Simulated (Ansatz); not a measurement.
# CuO: tests of the settings

This session on CuO sets out to see how the occupation rule and width moves the results.

Program: Ansatz 0.2.0. Level of theory: DFT PBE, scalar-relativistic, plane waves, PAW. These are calculated values, not measurements.

1 further run of the same task is left out (set aside as unsound or not needed). Runs told in other sessions of the task aren't counted.

## 1. The starting structure

It takes space group Cc (No. 9, monoclinic). The conventional cell has a = 4.689 Å, b = 3.427 Å, c = 5.132 Å, α = 90.00°, β = 99.65°, γ = 90.00°. Around Cu (site symmetry 1) lie 4 O at 1.91 to 2.02 Å. Around O (site symmetry 1) lie 4 Cu at 1.91 to 2.02 Å.

Coordinates:

```xyz
4
Lattice="2.3447 -1.7134 0.0000 2.3447 1.7134 0.0000 -0.8606 0.0000 5.0594" Properties=species:S:1:pos:R:3 pbc="T T T"
Cu    1.1723    0.8457    0.0000
Cu    0.7421   -0.8457    2.5297
O     2.0724   -0.2841    1.2836
O     1.6421    0.2841    3.8133
```

Source of the structure: the Crystallography Open Database. It is taken as it stands there.

## 2. The base run, which the others are set against

input.yaml reads:

```yaml
crystal:
  lattice:
    - [2.34465, -1.7134, 0.0]
    - [2.34465, 1.7134, 0.0]
    - [-0.86055, 0.0, 5.05944]
  atoms:
    - { symbol: Cu, position: [0.0032, 0.4968, 0.0] }
    - { symbol: Cu, position: [0.4968, 0.0032, 0.5] }
    - { symbol: O, position: [0.5714, 0.4056, 0.2537] }
    - { symbol: O, position: [0.4056, 0.5714, 0.7537] }
basis:
  ecutwfc: 420
kpoints:
  mp_grid: { grid: [16, 16, 8] }
hamiltonian:
  xc: pbe
scf:
  occupations: { method: gaussian, width: 0.1 }
output:
  forces: true
  stress: true
  eigenvalues: true
  populations: true
```

It was run beforehand and gave: -3595.5774 eV/atom at zero smearing, pressure 5.70 GPa, largest force 0.757 eV/Å, no gap on the mesh, in 7 SCF cycles and 68 s.

## 3. Occupation rule and width set to Gaussian 0.01 eV

input.yaml reads:

```yaml
crystal:
  lattice:
    - [2.34465, -1.7134, 0.0]
    - [2.34465, 1.7134, 0.0]
    - [-0.86055, 0.0, 5.05944]
  atoms:
    - { symbol: Cu, position: [0.0032, 0.4968, 0.0] }
    - { symbol: Cu, position: [0.4968, 0.0032, 0.5] }
    - { symbol: O, position: [0.5714, 0.4056, 0.2537] }
    - { symbol: O, position: [0.4056, 0.5714, 0.7537] }
basis:
  ecutwfc: 420
kpoints:
  mp_grid: { grid: [16, 16, 8] }
hamiltonian:
  xc: pbe
scf:
  occupations: { method: gaussian, width: 0.01 }
output:
  forces: true
  stress: true
  eigenvalues: true
```

Command:

```console
$ ansatz run input.yaml --threads 1 --pin off --max-ram 2560MiB --backend cpu --events-out ev --progress --plain --runs-dir out
```

## 4. Occupation rule and width set to Gaussian 0.05 eV

input.yaml: that of step 3 with these lines changed.

```diff
@@ -17,3 +17,3 @@
 scf:
-  occupations: { method: gaussian, width: 0.01 }
+  occupations: { method: gaussian, width: 0.05 }
 output:
```

## 5. Occupation rule and width: Gaussian 0.2 eV

input.yaml: that of step 4 with these lines changed.

```diff
@@ -17,3 +17,3 @@
 scf:
-  occupations: { method: gaussian, width: 0.05 }
+  occupations: { method: gaussian, width: 0.2 }
 output:
```

## 6. Occupation rule and width: Gaussian 0.5 eV

input.yaml: that of step 5 with these lines changed.

```diff
@@ -17,3 +17,3 @@
 scf:
-  occupations: { method: gaussian, width: 0.2 }
+  occupations: { method: gaussian, width: 0.5 }
 output:
```

## 7. Occupation rule and width: Fermi–Dirac 0.01 eV

input.yaml: that of step 6 with these lines changed.

```diff
@@ -17,3 +17,3 @@
 scf:
-  occupations: { method: gaussian, width: 0.5 }
+  occupations: { method: fermi_dirac, width: 0.01 }
 output:
```

## 8. Occupation rule and width: Fermi–Dirac 0.02 eV

input.yaml: that of step 7 with these lines changed.

```diff
@@ -17,3 +17,3 @@
 scf:
-  occupations: { method: fermi_dirac, width: 0.01 }
+  occupations: { method: fermi_dirac, width: 0.02 }
 output:
```

## 9. Occupation rule and width set to Fermi–Dirac 0.05 eV

input.yaml: that of step 8 with these lines changed.

```diff
@@ -17,3 +17,3 @@
 scf:
-  occupations: { method: fermi_dirac, width: 0.02 }
+  occupations: { method: fermi_dirac, width: 0.05 }
 output:
```

## 10. Occupation rule and width: Fermi–Dirac 0.5 eV

input.yaml: that of step 9 with these lines changed.

```diff
@@ -17,3 +17,3 @@
 scf:
-  occupations: { method: fermi_dirac, width: 0.05 }
+  occupations: { method: fermi_dirac, width: 0.5 }
 output:
```

## 11. Occupation rule and width: cold 0.01 eV

input.yaml: that of step 10 with these lines changed.

```diff
@@ -17,3 +17,3 @@
 scf:
-  occupations: { method: fermi_dirac, width: 0.5 }
+  occupations: { method: cold, width: 0.01 }
 output:
```

## 12. Occupation rule and width set to cold 0.02 eV

input.yaml: that of step 11 with these lines changed.

```diff
@@ -17,3 +17,3 @@
 scf:
-  occupations: { method: cold, width: 0.01 }
+  occupations: { method: cold, width: 0.02 }
 output:
```

## 13. Occupation rule and width: cold 0.05 eV

input.yaml: that of step 12 with these lines changed.

```diff
@@ -17,3 +17,3 @@
 scf:
-  occupations: { method: cold, width: 0.02 }
+  occupations: { method: cold, width: 0.05 }
 output:
```

## 14. Occupation rule and width set to tetrahedron

input.yaml: that of step 13 with these lines changed.

```diff
@@ -17,3 +17,3 @@
 scf:
-  occupations: { method: cold, width: 0.05 }
+  occupations: { method: tetrahedron }
 output:
```

(Steps that only read results are left out.)

What results come out of these runs, taken together? Wanted: largest energy shift, occupation rule and width.

The runs gave:

| quantity | value |
| --- | --- |
| largest energy shift, occupation rule and width | -5.78 meV/atom at Fermi–Dirac 0.5 |

In words: The free energy moves by up to 215 meV/atom (Fermi–Dirac 0.5), the energy extrapolated to zero width by up to 5.78. For the widths that shift F most, the extrapolation takes out most of the shift. In a metal, forces and stress under tetrahedra need not match the slope of their energy. The listed cell is far from this method's equilibrium (5.7 GPa, forces up to 0.76 eV/Å), so its values are not those of the relaxed crystal. Spin polarisation is off in the runs that give these values; a magnetic solution could lie lower.

Real CuO has a narrow gap, which semilocal functionals close or nearly close; near the undistorted cell a metallic reading is the functional's, not the solid's.
